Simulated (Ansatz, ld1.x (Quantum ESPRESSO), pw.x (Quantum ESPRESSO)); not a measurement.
**lithium (Li) (fcc): variants of one TM potential in the solid**

- Element: lithium
- Generator: ld1.x (Quantum ESPRESSO) 7.5
- Type: norm-conserving Troullier–Martins (Kleinman–Bylander form)
- Functional: PBE
- Relativity: scalar-relativistic
- Frozen core: [He]
- Valence charge: 1
- Reference configuration: 2s1 2p0
- Partial waves: 2p (bound, empty): rc 4.20 bohr; 3d channel at 0.1 Ry: rc 4.25 bohr; 2s (bound): rc 2.35 bohr
- Local potential: the s channel
- Core correction: a·sin(br)/r model core inside 1.25 bohr

Crystal test: fcc Li in pw.x 7.5, no spin, 13³ k-points, Fermi–Dirac smearing 0.01 Ry, cutoffs set for each file from its atomic test. The reference is all-electron LAPW (Ansatz 0.2.0) with the same functional, mesh and smearing; V0 and B0 come from Birch–Murnaghan fits to the pressures at five volumes. Errors are pseudo minus all-electron; Δ is the rms difference of the E(V) curves that follow from these fits, minima aligned, over ±6 % about the mean V0. Mesh and smearing are coarse, so the numbers serve the comparison and aren't converged zero-temperature values; the lattice is a test structure that the element need not adopt.

All-electron: a0 = 4.329 Å (V0 = 20.28 Å³/atom), B0 = 13.7 GPa.

Base: The largest radius (4.25 bohr) exceeds half the bond length (2.90 bohr), so the spheres overlap, which is one possible source of error among others. This is a poor potential for the solid. The free energy does not fall steadily as the cutoff rises, most likely since the density grid, which shrinks with it, is too coarse for the model core; the lower cutoffs are not converged.

A dash in a converged row means that the minimum lies outside the volumes sampled.

| change | cutoffs (Ry) | pw.x | a0 (Å) | a0 error (%) | B0 error (%) | Δ (meV/atom) | mean pressure error (GPa) |
| --- | --- | --- | --- | --- | --- | --- | --- |
| base | 50/200 | converged | – | – | – | – | -0.59 |
| wave 3d channel at 0.1 Ry: rc 4.25 bohr becomes 3d channel at 0.1 Ry: rc 3.02 bohr | 50/200 | converged | 4.261 | -1.58 | -3.7 | 2.8 | -0.59 |
| wave 3d channel at 0.1 Ry: rc 4.25 bohr becomes 3d channel at 0.1 Ry: rc 3.70 bohr | 50/200 | converged | – | – | – | – | -0.59 |
| wave 3d channel at 0.1 Ry: rc 4.25 bohr becomes 3d channel at 0.1 Ry: rc 4.62 bohr | 50/200 | converged | – | – | – | – | -0.60 |
| wave 3d channel at 0.1 Ry: rc 4.25 bohr becomes 3d channel at 0.1 Ry: rc 5.50 bohr | 50/200 | converged | – | – | – | – | -0.62 |
| wave 3d channel at 0.1 Ry: rc 4.25 bohr becomes 3d channel at 0.1 Ry: rc 6.06 bohr | 50/200 | converged | – | – | – | – | -0.65 |
